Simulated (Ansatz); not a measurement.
# Si(111) with Br on 50 % of the top atoms and H on the rest: bands and core levels, part 3 of 4

What would XPS and angle-resolved spectra of Si(111) with Br on 50 % of the top atoms and H on the rest look like?

Ansatz 0.2.0; DFT, PBE, plane-wave PAW, scalar-relativistic; PAW set soft_1.

So far, gap on the k-mesh (eV): step 2 (relaxing the atoms) 1.07.

## 3. Layer-resolved bands, DOS and potential (continued)

Maxima picked by a test of local sharpness, so broad peaks and shoulders can be missing; peaks within 0.45 eV of a curve's cut are left out. Valence peaks, by row:

```csv
photon energy (eV),binding energy (eV),height (% of the maximum within 13 eV),main shell,its share (%)
21.2,6.468,16.69,Br 4p,38.89
21.2,5.368,21.14,Br 4p,56.27
21.2,2.418,100,Br 4p,87.08
40.8,14.97,10.91,Br 4s,74.11
40.8,9.118,39.21,Si 3s,75.95
40.8,6.518,43.99,Si 3s,52.44
40.8,3.568,81.78,Si 3p,35.65
40.8,2.468,100,Br 4p,53.34
1487,15.02,54.16,Br 4s,94.51
1487,9.218,63.16,Si 3s,90.17
1487,6.518,57.2,Si 3s,77.81
1487,2.418,100,Br 4p,73.02
5415,15.02,136,Br 4s,97.12
5415,9.218,95.06,Si 3s,91.35
5415,6.568,80.73,Si 3s,84.51
5415,2.418,100,Br 4p,78.86
5950,15.02,147.3,Br 4s,97.26
5950,9.218,98.75,Si 3s,91.24
5950,6.568,83.58,Si 3s,84.7
5950,2.418,100,Br 4p,78.65
```

From the valence-band maximum. The planar mean, electrostatic potential by z:

z (Å), planar mean, electrostatic potential (eV) and a bar from the least value:
```
      0.0        5.0 #############################
      0.5        4.8 #############################
      1.0        4.7 #############################
      1.5        4.6 #############################
      2.0        4.6 #############################
      2.5        4.6 #############################
      3.0        4.6 #############################
      3.5        4.6 #############################
      4.0        4.6 #############################
      4.5        4.6 #############################
      5.0        4.6 #############################
      5.5        4.6 #############################
      6.0        4.5 ############################
      6.5        4.0 ###########################
      7.0        2.3 ########################
      7.5        1.8 #######################
      8.0       -3.7 ############
      8.5       -7.6 #####
      9.0       -9.4 #
      9.5       -5.5 #########
     10.0       -0.1 ###################
     10.5        2.0 ########################
     11.0       -2.0 ################
     11.5       -6.3 #######
     12.0      -10.1 
     12.5       -6.4 #######
     13.0       -2.1 ################
     13.5        2.0 ########################
     14.0        0.0 ####################
     14.5       -5.4 #########
     15.0       -9.5 #
     15.5       -7.7 #####
     16.0       -3.8 ############
     16.5        1.8 #######################
     17.0        1.9 #######################
     17.5       -0.3 ###################
     18.0       -0.1 ###################
     18.5        3.2 ##########################
     19.0        4.9 #############################
     19.5        5.3 ##############################
     20.0        5.3 ##############################
     20.5        5.3 ##############################
     21.0        5.3 ##############################
     21.5        5.3 ##############################
     22.0        5.3 ##############################
     22.5        5.3 ##############################
     23.0        5.3 ##############################
     23.5        5.3 ##############################
     24.0        5.2 ##############################
     24.5        5.1 #############################
```

Shapes are the site's partial DOS without matrix elements, which overweights lines from ligand s bands. Table of intensity by emission energy less the core level's binding energy, zero at the valence-band maximum; read off at these points; 7 of 10 lines; values in % of the unpolarised maximum:

```csv
emission energy less the core level's binding energy (eV),Br K-beta valence,"Br K-beta valence, E along x","Br K-beta valence, E along y","Br K-beta valence, E along z",Br L3-N1,Si K-beta,"Si K-beta, E along x"
-16.50,1.66,1.48,1.45,2.07,37.9,0.751,0.557
-16.00,1.83,1.59,1.56,2.33,58.3,0.987,0.644
-15.50,2.00,1.72,1.68,2.61,85.0,1.37,0.767
-15.00,2.19,1.86,1.81,2.88,99.8,1.67,0.897
-14.50,2.37,2.01,1.97,3.12,85.0,1.56,0.978
-14.00,2.56,2.18,2.14,3.37,58.4,1.39,1.08
-13.50,2.79,2.36,2.34,3.67,38.1,1.41,1.25
-13.00,3.08,2.58,2.57,4.10,25.8,1.60,1.52
-12.50,3.45,2.84,2.83,4.67,18.4,1.99,1.97
-12.00,3.90,3.14,3.13,5.43,13.9,2.73,2.76
-11.50,4.47,3.49,3.49,6.42,11.3,4.09,4.19
-11.00,5.17,3.91,3.91,7.69,9.80,6.21,6.46
-10.50,6.03,4.41,4.42,9.26,9.00,8.89,9.39
-10.00,7.06,5.02,5.02,11.2,8.55,11.7,12.4
-9.50,8.30,5.76,5.75,13.4,8.19,14.3,15.6
-9.00,9.76,6.67,6.65,16.0,7.76,15.4,17.0
-8.50,11.5,7.81,7.76,19.0,7.23,15.0,16.6
-8.00,13.7,9.27,9.19,22.6,6.71,14.7,16.1
-7.50,16.4,11.2,11.0,27.0,6.32,16.9,17.8
-7.00,19.9,13.7,13.5,32.4,6.14,23.0,22.5
-6.50,24.2,17.1,16.8,38.8,6.08,30.5,28.3
-6.00,29.8,21.7,21.3,46.2,5.81,28.4,27.2
-5.50,36.9,28.4,27.8,54.4,5.61,25.9,23.3
-5.00,46.1,38.0,37.3,62.9,5.07,27.5,25.0
-4.50,57.9,51.6,51.0,71.1,4.73,43.0,39.5
-4.00,71.3,69.4,69.5,75.1,4.54,69.2,62.2
-3.50,84.2,89.7,92.0,71.1,3.62,82.1,79.3
-3.00,94.8,109,114,61.1,2.65,89.9,87.5
-2.50,99.9,121,129,49.7,2.03,99.0,104
-2.24,99.3,123,131,44.2,1.81,99.9,106
-2.00,96.4,122,128,39.7,1.64,98.9,103
-1.50,84.3,110,111,31.5,1.37,93.3,91.2
-1.00,66.9,89.8,86.5,24.5,1.15,63.7,70.0
-0.50,49.7,67.8,62.7,18.6,0.974,35.9,45.4
0.00,36.0,49.2,44.7,14.2,0.855,18.5,23.8
0.50,26.3,35.6,32.4,11.0,0.768,8.07,9.55
1.00,19.8,26.2,24.2,8.83,0.699,4.81,5.33
```

Window up to 4.8 eV. Shell moments, by row:

```csv
element,shell,occupied states an atom,centre of occupied part (eV),rms width of occupied part (eV),centre up to the window's top (eV),rms width up to the window's top (eV)
Br,4s,1.878,-14.27,2.387,-13.6,4.078
Br,4p,5.268,-2.949,1.585,-2.434,2.262
H,1s,1.02,-4.948,2.331,-2.736,4.232
Si,3s,1.202,-7.985,2.382,-5.075,5.296
Si,3p,2.727,-3.714,2.565,-1.192,3.997
```

Shapes are the site's partial DOS without matrix elements, which overweights lines from ligand s bands. Emission peaks, by row:

```csv
line,energy (eV),height (%)
Br K-beta valence,-2.418,100
"Br K-beta valence, E along x",-2.218,123.1
"Br K-beta valence, E along y",-2.268,130.6
"Br K-beta valence, E along z",-3.968,75.1
Br L3-N1,-15.02,100
Si K-beta,-6.468,30.64
Si K-beta,-2.318,100
"Si K-beta, E along x",-6.468,28.4
"Si K-beta, E along x",-2.268,106.5
"Si K-beta, E along y",-6.468,28.35
"Si K-beta, E along y",-2.218,105.2
"Si K-beta, E along z",-9.018,12.36
"Si K-beta, E along z",-6.468,35.18
"Si K-beta, E along z",-3.668,88.78
"Si K-beta, E along z",-2.818,96.66
"Si K-beta, E along z",-1.668,99.7
"Si L2,3",-9.168,100
"Si L2,3",-7.318,57.13
"Si L2,3",-6.568,84.08
"Si L2,3",-4.318,20.7
"Si L2,3",-3.618,26.74
"Si L2,3",-2.668,17.64
```

Table of broadened DOS, unweighted empty DOS by E, zero at the valence-band maximum; read off at these points:

E (eV), broadened DOS, unweighted empty DOS (states/eV/cell) and a bar:
```
    -0.94        0.0 
    -0.74        0.0 
    -0.54        0.0 
    -0.44        0.0 
    -0.24        0.0 
    -0.04        0.0 
     0.16        0.0 
     0.26        0.0 
     0.46        0.0 
     0.66        0.3 
     0.86        1.4 #
     0.96        2.2 ##
     1.16        3.6 ####
     1.36        4.1 ####
     1.56        6.1 ######
     1.66        8.2 ########
     1.86       12.4 #############
     2.06       13.9 ##############
     2.26       13.7 ##############
     2.36       14.1 ###############
     2.56       16.3 #################
     2.76       18.6 ###################
     2.96       19.6 ####################
     3.06       19.7 ####################
     3.26       19.8 ####################
     3.46       20.3 #####################
     3.66       19.4 ####################
     3.76       18.8 ###################
     3.96       21.6 ######################
     4.16       29.1 ##############################
```

Recipe: projected DOS times atomic cross section and asymmetry factor (linear light, 10° from the polarisation), occupied states only, Fermi edge at 20 K, a Lorentzian width of 0.1 eV growing by 0.08 eV per eV of binding energy, and a resolution of 0.45 eV. Each atom is damped by exp[−depth/(λ cos θ)], θ = 0° from the normal, λ from the universal curve. Curves are cut 10 eV under the photon energy, above any shell that the free atom's threshold puts out of reach, or at the lower edge of the window: 11.2 eV at 21.2 eV, 17 eV at 40.8 eV, 17 eV at 1486.7 eV, 17 eV at 5414.7 eV and 17 eV at 5950 eV. Matrix elements of the solid and inelastic losses aren't modelled, nor non-dipole terms, which matter above 3 keV.

How the area divides among the shells (%):

```csv
shell,21.2 eV,40.8 eV,1486.7 eV,5414.7 eV,5950 eV
Br 4s,0.0,3.4,16.9,30.3,31.6
Br 4p,71.3,27.6,29.2,21.8,20.9
H 1s,16.0,11.2,0.1,0.0,0.0
Si 3s,4.9,29.2,43.0,45.3,45.2
Si 3p,7.8,28.5,10.8,2.5,2.3
```

Cross sections used, in Mb an electron:

```csv
shell,21.2 eV,40.8 eV,1486.7 eV,5414.7 eV,5950 eV
Br 4s,-,0.062,0.0013,9.5e-5,7.8e-5
Br 4p,3.2,0.20,8.7e-4,3.2e-5,2.4e-5
H 1s,1.9,0.29,3.0e-6,3.7e-8,2.7e-8
Si 3s,0.13,0.19,5.3e-4,2.1e-5,1.6e-5
Si 3p,0.15,0.14,8.8e-5,1.1e-6,7.5e-7
```

Regions along c: top from 15.2 to 21.8 Å, middle from 9.8 to 15.0 Å, bottom from 3.0 to 9.7 Å.

States with weight above 0.08 nearest the zero at K of the zone, within the window kept, -7.5 to 5.0 eV (levels that the program groups as degenerate share a row):

```csv
E (eV),"weight, total","weight, top","weight, middle","weight, bottom"
-2.55,0.64,0.22,0.29,0.12
-2.40,0.25,0.06,0.15,0.03
-2.20,0.68,0.14,0.39,0.13
-2.09,0.37,0.11,0.21,0.04
-1.88,0.18,0.12,0.05,0.01
-1.64,0.38,0.22,0.13,0.01
2.08,0.78,0.18,0.52,0.08
2.54,0.62,0.08,0.36,0.17
2.58,0.47,0.09,0.27,0.11
2.62,0.80,0.12,0.44,0.22
```

States with weight above 0.08 nearest the zero at M of the zone, within the window kept, -7.5 to 5.0 eV (levels that the program groups as degenerate share a row):

```csv
E (eV),"weight, total","weight, top","weight, middle","weight, bottom"
-1.76,0.50,0.13,0.26,0.10
-1.70,0.50,0.13,0.16,0.19
-1.31,0.50,0.10,0.26,0.13
-1.21,0.50,0.16,0.23,0.08
1.07,0.50,0.06,0.35,0.08
1.10,0.50,0.05,0.34,0.09
1.54,0.50,0.11,0.28,0.09
1.72,0.50,0.10,0.21,0.15
1.73,0.50,0.12,0.13,0.23
1.79,0.50,0.09,0.21,0.18
```

The largest force component on a free atom is 0.015 eV/Å, so the atoms are at rest for these settings too.

## 4. Z+1 stand-in on atom 5

System of this step: Si23PH6Br2. The cell holds 32 atoms: 2 Br, 6 H, 1 P and 23 Si. Cell: a = 7.679 Å, b = 7.679 Å, c = 24.774 Å, α = 90.0°, β = 90.0°, γ = 60.0°. It derives from Si. Regions: ad, 4 atoms (2 Br and 2 H); L1, 4 atoms (1 P and 3 Si); L2, 4 atoms (4 Si); L3, 4 atoms (4 Si); mid, 4 atoms (4 Si); rest, 12 atoms (8 Si and 4 H). Vacuum lies along c.

An atom with a screened core hole acts much like the next element, so total energies with that element on different sites give core-level shifts.

input.yaml

```yaml
crystal:
  lattice:
    - [7.6791796437, 0.0, 0.0]
    - [3.8395898218, 6.6503646517, 0.0]
    - [0.0, 0.0, 24.7737769138]
  atoms:
    - { symbol: Br, position: [0.0002113293, -0.0004226587, 0.7176148627] }
    - { symbol: Br, position: [0.5002113293, -0.0004226587, 0.7176148627] }
    - { symbol: H, position: [-0.0002474268, 0.5004948537, 0.6888599581] }
    - { symbol: H, position: [0.4997525732, 0.5004948537, 0.6888599581] }
    - { symbol: P, position: [-0.0001660556, 0.0003321113, 0.626387956] }
    - { symbol: Si, position: [0.4998339444, 0.0003321113, 0.626387956] }
    - { symbol: Si, position: [0.0003957263, 0.4992085473, 0.6283674497] }
    - { symbol: Si, position: [0.5003957263, 0.4992085473, 0.6283674497] }
    - { symbol: Si, position: [0.8324505692, 0.3350988616, 0.596292787] }
    - { symbol: Si, position: [0.3324505692, 0.3350988616, 0.596292787] }
    - { symbol: Si, position: [0.8344353397, 0.8311293207, 0.596029118] }
    - { symbol: Si, position: [0.3344353397, 0.8311293207, 0.596029118] }
    - { symbol: Si, position: [0.8332929577, 0.3334140845, 0.5008119153] }
    - { symbol: Si, position: [0.3332929577, 0.3334140845, 0.5008119153] }
    - { symbol: Si, position: [0.8332726992, 0.8334546017, 0.5005157963] }
    - { symbol: Si, position: [0.3332726992, 0.8334546017, 0.5005157963] }
    - { symbol: Si, position: [0.1665192088, 0.1669615824, 0.4684806859] }
    - { symbol: Si, position: [0.6665192088, 0.1669615824, 0.4684806859] }
    - { symbol: Si, position: [0.1667155684, 0.6665688632, 0.4683475177] }
    - { symbol: Si, position: [0.6667155684, 0.6665688632, 0.4683475177] }
    - { symbol: Si, position: [0.1666666665, 0.166666667, 0.373126513] }
    - { symbol: Si, position: [0.6666666665, 0.166666667, 0.373126513] }
    - { symbol: Si, position: [0.1666666665, 0.666666667, 0.373126513] }
    - { symbol: Si, position: [0.6666666665, 0.666666667, 0.373126513] }
    - { symbol: Si, position: [0.0, 0.0, 0.341490118] }
    - { symbol: Si, position: [0.5, 0.0, 0.341490118] }
    - { symbol: Si, position: [0.0, 0.5, 0.341490118] }
    - { symbol: Si, position: [0.5, 0.5, 0.341490118] }
    - { symbol: H, position: [0.0, 0.0, 0.282556835] }
    - { symbol: H, position: [0.5, 0.0, 0.282556835] }
    - { symbol: H, position: [0.0, 0.5, 0.282556835] }
    - { symbol: H, position: [0.5, 0.5, 0.282556835] }
kpoints:
  mp_grid: { grid: [3, 3, 1] }
scf:
  occupations: { method: fermi_dirac, width: 0.02 }
  n_extra_bands: 25
hamiltonian:
  xc: pbe
  pseudopotentials: { kind: paw, azcp: { folder: soft_1 } }
output:
  forces: true
  write_potential: true
  volumetric_format: []
efield:
  axis: 3
  dipole_correction: true
```

Run with:

```sh
> ansatz run input.yaml --threads 4 --pin off --max-ram 11264MiB --backend cpu --events-out ev --progress --plain --runs-dir out
```

Numbers of over 12 decimals in the logs are rounded to 6 here.

What it wrote:

```text
[...]
Crystal: 32 atoms, lattice volume = 1265.181 Å³
Basis set: ecut = 420 eV, 24701 PW (Γ), exchange–correlation on 108×108×360 points (8 copies of the dense FFT grid, shifted against one another)
Bands: 84, of which v1, the nominal top of the filled ones, is band 59 counted from 1 (58 counted from 0)
Symmetry: 2 space group operations
[...]
k-points: 4 of 9 (time reversal used)
[...]
SCF iter   1: F=—  HF=-21045.455587 eV  |F-HF|=—  |Δ(HF+E_count)|=         —  Δρ=3.64e-2  dr2=1.72e1  ethr=3.10e-3  p=0.000 e·Å  D=1.54e-7 V/Å  ΔV_dip=-0.00 eV  dr2_dipole=7.62e-1  V_vac-E_F(+/−)=5.49/5.49 eV  ⟨swp⟩=9.0  Hψ=1999  notcnv=0  defer=15
[...]
SCF iter  16: F=-21041.000631 eV  HF=-21041.000631 eV  |F-HF|=1.50e-8  |Δ(HF+E_count)|=   1.48e-8  Δρ=1.10e-6  dr2=4.96e-8  ethr=8.55e-11  p=-0.101 e·Å  D=-1.44e-2 V/Å  ΔV_dip=0.36 eV  dr2_dipole=2.96e-11  V_vac-E_F(+/−)=4.08/3.72 eV  ⟨swp⟩=26.0  Hψ=3794  notcnv=0
SCF 1 converged in 16 iterations: F = -21041.000631 eV  dr2 = 4.96e-8
[...]
SCF converged after 16 iterations
Free energy (F): -21041.000631 eV
[...]
Internal energy: -21040.976362 eV  (E = F + TS)
E sigma→0 (E₀):  -21040.988497 eV
Entropy (-TS):   -0.024269 eV (-0.758 meV/atom)
Fermi energy:    0.788082 eV
Dipole field:    D = -0.014408 V/Å  (p = -0.100736 e·Å, saw-weighted, corrected)
Work function:   Φ+ = 4.0819 eV   Φ− = 3.7250 eV
[...]
--- Forces (eV/Å), atoms counted from 1 ---
  atom   1  Br    -0.00000000     0.01161316     0.24736251
  atom   2  Br     0.00000000    -0.00470536     0.09543629
  atom   3  H     -0.00875637     0.00580249     0.01415903
  atom   4  H      0.00875637     0.00580249     0.01415903
  atom   5  P      0.00000000    -0.03713465    -0.59862934
  atom   6  Si    -0.00000000     0.13116277    -0.00624352
  atom   7  Si     0.14126426    -0.06897227     0.08006241
  atom   8  Si    -0.14126426    -0.06897227     0.08006241
  atom   9  Si    -0.00000000     0.14015265    -0.08491678
  atom  10  Si     0.00000000    -0.00832599    -0.01605746
  atom  11  Si    -0.13412095    -0.04500802    -0.08964962
  atom  12  Si     0.13412095    -0.04500802    -0.08964962
  atom  13  Si     0.00000000    -0.13342510    -0.02677281
  atom  14  Si     0.00000000    -0.01166323    -0.05146780
  atom  15  Si     0.09738300     0.07078111    -0.01379081
  atom  16  Si    -0.09738300     0.07078111    -0.01379081
  atom  17  Si     0.00613127    -0.00394627     0.07845054
  atom  18  Si    -0.00613127    -0.00394627     0.07845054
  atom  19  Si     0.00000000    -0.00085487     0.07408670
  atom  20  Si    -0.00000000     0.00261755     0.25130323
  atom  21  Si    -0.00553690     0.00366675    -0.06691841
  atom  22  Si     0.00553690     0.00366675    -0.06691841
  atom  23  Si     0.00000000    -0.00409190    -0.09901376
  atom  24  Si     0.00000000    -0.00961479    -0.19213026
  atom  25  Si     0.00000000    -0.00326518     0.87365480
  atom  26  Si     0.00000000    -0.00240354     0.87715833
  atom  27  Si     0.00220496     0.00406601     0.86765091
  atom  28  Si    -0.00220496     0.00406601     0.86765091
  atom  29  H     -0.00000000     0.00075937    -0.77201817
  atom  30  H     -0.00000000     0.00163858    -0.76926799
  atom  31  H      0.00065905    -0.00261607    -0.77121093
  atom  32  H     -0.00065905    -0.00261607    -0.77121093
  max |Σ_I F_I| component: 9.78e-6 eV/Å
--- Band table (eV) ---
  k-point 0: bands = [... 55 lower, -0.7876, -0.2728, -0.2651, 0.3626, 0.7971, 0.8242, 0.8415, 1.1877, ... 21 higher]
  k-point 1: bands = [... 55 lower, -1.2715, -1.2315, -0.6577, 0.7933, 0.9704, 1.4317, 1.6359, 1.8088, ... 21 higher]
  k-point 2: bands = [... 55 lower, -1.3782, -1.2042, -0.6658, 0.7874, 0.9859, 1.4113, 1.6663, 1.7618, ... 21 higher]
  k-point 3: bands = [... 55 lower, -1.5457, -1.4829, -1.4035, 1.0799, 1.8103, 2.0787, 2.2894, 2.3112, ... 21 higher]
```

Wall time 9 s (4 threads of AMD EPYC 9B45 (Zen 5), shared host); peak memory 2.3 GiB; 31 s of CPU time.

This run has no spin polarisation although its electron count is odd.

Numbers from this step:

```yaml
free_energy: -21041.0006 eV
energy_at_zero_smearing: -21040.9885 eV
smearing_term_ts: 0.02427 eV
fermi_energy: 0.7881 eV
symmetry_operations: 2
```

[end of part 3 of 4]

[Logs are printed without paths, hosts, clocks, repeated set-up lines and the standing remarks that a program may print on its own settings, such as how far it seeks lower states.]

[Hosts, paths, dates, database ids (printed as entryN), source tags and the programs' standing remarks are cut or masked in the printed files.]

[Maps of the electrostatic potential energy from Ansatz leave out the sawtooth potential of an applied field or a dipole correction, so their vacuum need not be flat; work functions include it.]
